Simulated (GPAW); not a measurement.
**Ge: band structure with LDA**

**Measured values to compare with.**

“Electronic and optical properties of SixGe1-x-ySny alloys lattice-matched to Ge”, 2021, arxiv:2109.02782 reports, for a bulk crystal of Ge at 300 K: band gap 0.807 eV (direct).

The system is Ge.

```xyz
2
Lattice="0.0000 2.8289 2.8289 2.8289 0.0000 2.8289 2.8289 2.8289 0.0000" Properties=species:S:1:pos:R:3 pbc="T T T"
Ge    4.2434    4.2434    4.2434
Ge    2.8289    2.8289    2.8289
```

```json
{
  "Program": "GPAW 26.7.0",
  "Task": "band structure",
  "Functional": "LDA",
  "Potentials or basis": "JTH PAW 2.0, LDA",
  "Cutoff": "600 eV",
  "Basis": "pw",
  "k mesh": "8 × 8 × 8",
  "Occupations": "fermi-dirac, width 0.05 eV",
  "Spin": "no spin polarisation",
  "Maxiter": "150",
  "Band path": "GXWKGLUWLK,UX",
  "Band points": "100",
  "Data set": "Ge jth"
}
```

```
Pressure                : -2.0 GPa
Band gap along the path : none (metal or under the smearing width)
```

Levels at the corners of the path, in eV from the Fermi level:
| point | band 11 | band 12 | band 13 | band 14 | band 15 | band 16 | band 17 | band 18 |
| --- | --- | --- | --- | --- | --- | --- | --- | --- |
| Γ | -12.80 | -0.18 | 0.02 | 0.02 | 0.02 | 2.56 | 2.56 | 2.56 |
| X | -8.92 | -8.92 | -3.06 | -3.06 | 0.70 | 0.70 | 9.41 | 9.41 |
| W | -8.82 | -8.82 | -3.90 | -3.90 | 4.26 | 4.26 | 4.69 | 4.69 |
| K | -9.39 | -8.33 | -4.33 | -2.62 | 1.11 | 4.04 | 7.11 | 7.35 |
| Γ | -12.80 | -0.18 | 0.02 | 0.02 | 0.02 | 2.56 | 2.56 | 2.56 |
| L | -10.71 | -7.63 | -1.39 | -1.39 | 0.07 | 3.76 | 3.76 | 7.00 |
| U | -9.39 | -8.33 | -4.33 | -2.62 | 1.11 | 4.04 | 7.11 | 7.35 |
| W | -8.82 | -8.82 | -3.90 | -3.90 | 4.26 | 4.26 | 4.69 | 4.69 |
| L | -10.71 | -7.63 | -1.39 | -1.39 | 0.07 | 3.76 | 3.76 | 7.00 |
| K | -9.39 | -8.33 | -4.33 | -2.62 | 1.11 | 4.04 | 7.11 | 7.35 |
| U | -9.39 | -8.33 | -4.33 | -2.62 | 1.11 | 4.04 | 7.11 | 7.35 |
| X | -8.92 | -8.92 | -3.06 | -3.06 | 0.70 | 0.70 | 9.41 | 9.41 |

It took 50 s on 1 thread of Intel(R) Xeon(R) Platinum 8488C (Sapphire Rapids) (shared host), peak memory 0.29 GiB.

A measured gap of Ge is 0.807 eV (direct; 300 K; “Electronic and optical properties of SixGe1-x-ySny alloys lattice-matched to Ge”, 2021, arxiv:2109.02782); the calculated 0.00 eV misses it by -0.81 eV. 3 values of this kind are on record (0.666 to 0.807 eV); this one was drawn at random among those near their median. Spin-orbit coupling on Ge is left out. The value is that of LDA, without temperature or zero-point motion. Semilocal functionals fall short of measured gaps as a rule.

Caveat: the program truncates these outside data sets; this crystal is a semiconductor, whose small gap the functional closes, so the metal is an error of the method.
